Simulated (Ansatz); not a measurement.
# Ru: the cost of one run

Computed with Ansatz 0.2.0 (DFT PBE, scalar-relativistic, plane waves, PAW, unless a step's input says otherwise).

## (1) Starting point

The structure is hexagonal, space group P6_3/mmc (No. 194). Conventional cell: a = 2.708 Å, b = 2.708 Å, c = 4.268 Å, α = 90.00°, β = 90.00°, γ = 120.00°. Ru (site symmetry -6m2) has 12 Ru at 2.65 to 2.71 Å as nearest neighbours.

As a file:

```cif
data_structure
_symmetry_space_group_name_H-M 'P6_3/mmc'
_symmetry_Int_Tables_number 194
_cell_length_a 2.7078
_cell_length_b 2.7078
_cell_length_c 4.2681
_cell_angle_alpha 90.000
_cell_angle_beta 90.000
_cell_angle_gamma 120.000
_cell_volume 27.10
loop_
_atom_site_label
_atom_site_type_symbol
_atom_site_symmetry_multiplicity
_atom_site_Wyckoff_symbol
_atom_site_fract_x
_atom_site_fract_y
_atom_site_fract_z
_atom_site_occupancy
Ru1 Ru 2 c 0.33333 0.66667 0.25000 1
```

Source of the structure: the Materials Project (structure only).

(A quick probe on a coarse mesh, which set the mesh and smearing, is not shown.)

## (3) Relaxing cell and atoms

Contents of input.yaml:

```yaml
crystal:
  lattice:
    - [2.7078263433, 0.0, 0.0]
    - [-1.3539131716, 2.3450464023, 0.0]
    - [0.0, 0.0, 4.26810178]
  atoms:
    - { symbol: Ru, position: [0.33333333, 0.66666667, 0.25] }
    - { symbol: Ru, position: [0.66666667, 0.33333333, 0.75] }
basis:
  ecutwfc: 420
kpoints:
  mp_grid: { grid: [18, 18, 10] }
hamiltonian:
  xc: pbe
scf:
  occupations: { method: gaussian, width: 0.1 }
output:
  forces: true
  stress: true
  eigenvalues: true
relax:
  adjacent_minimum: "off"
  f_tol: 0.005
  max_steps: 80
  cell: { stress_tol: 0.05 }
```

On the command line:

```bash
$ ansatz run input.yaml --threads 1 --pin off --max-ram 2560MiB --backend cpu --events-out ev --progress --plain --runs-dir out
```

What time and memory should one allow on 1 thread of Intel Xeon Platinum 8488C (Sapphire Rapids), shared host?

About 24 s, with a peak of 0.45 GiB.
